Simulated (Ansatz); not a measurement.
LaAlO3 (cubic perovskite): scan of one atom of the cell

LaAlO₃ (cubic perovskite)

```
LaAlO3
1.0
    3.81241     0.00000     0.00000
    0.00000     3.81241     0.00000
    0.00000     0.00000     3.81241
La Al O
1 1 3
Cartesian
  0.00000   0.00000   0.00000
  1.90621   1.90621   1.90621
  0.00000   1.90621   1.90621
  1.90621   1.90621   0.00000
  1.90621   0.00000   1.90621
```

In each cell atom 3 (O, nearest neighbour Al at 1.906 Å; its periodic images, 3.8 Å or more away, move with it) moves by s·(0.707, 0.707, 0.000) (along Cartesian [110]), the rest being held.

Calculation: PBE (plane waves to 420 eV, PAW, scalar-relativistic; Ansatz, a quantum-chemistry and plane-wave program). k mesh 7×7×7 (Γ-centred), Fermi-Dirac smearing 0.05 eV. The energy includes the smearing's −TS. Stress and pressure are positive under compression. F∥ is the force on the atom along that direction. F⊥ is the part of the force across the line. LaAlO3 is run without spin polarisation. LaAlO3 was relaxed with its symmetry unable to fall. This is a high-temperature form of LaAlO3. The zero of ΔE is the undisplaced structure.

```tsv
s (Å)	ΔE (meV/cell)	|F⊥| (eV/Å)	F∥ (eV/Å)	P (GPa)
-0.380	948	3.688	5.301	7.6
-0.304	593	2.660	4.069	4.8
-0.228	327	1.823	2.943	2.7
-0.152	143	1.132	1.908	1.2
-0.076	35	0.541	0.937	0.3
0.000	0	0.000	0.000	0.0
0.076	35	0.541	-0.937	0.3
0.152	143	1.132	-1.908	1.2
0.228	327	1.823	-2.943	2.7
0.304	593	2.660	-4.069	4.8
0.380	948	3.688	-5.301	7.6
```

Key numbers:

| Item | Value |
|---|---|
| Energy at s = 0.380 Å | 948 meV/cell |
| Force along the line at s = -0.380 Å | 5.30 eV/Å |
| Symmetry of the curve | even: the same for both signs |
| Shape of the curve | a single well with its minimum at or next to zero displacement |
| Force constant k = d²E/ds² at s = 0 (finite differences) | 12.2 eV/Å² |
| Harmonic estimate at the end of the scan | ½ks² = 884 meV/cell against the computed 948 meV/cell, so the well is stiffer than harmonic there |

(A displaced cell: forces are minus the slopes of the energy, force constants its curvatures, and phonons follow from these.)
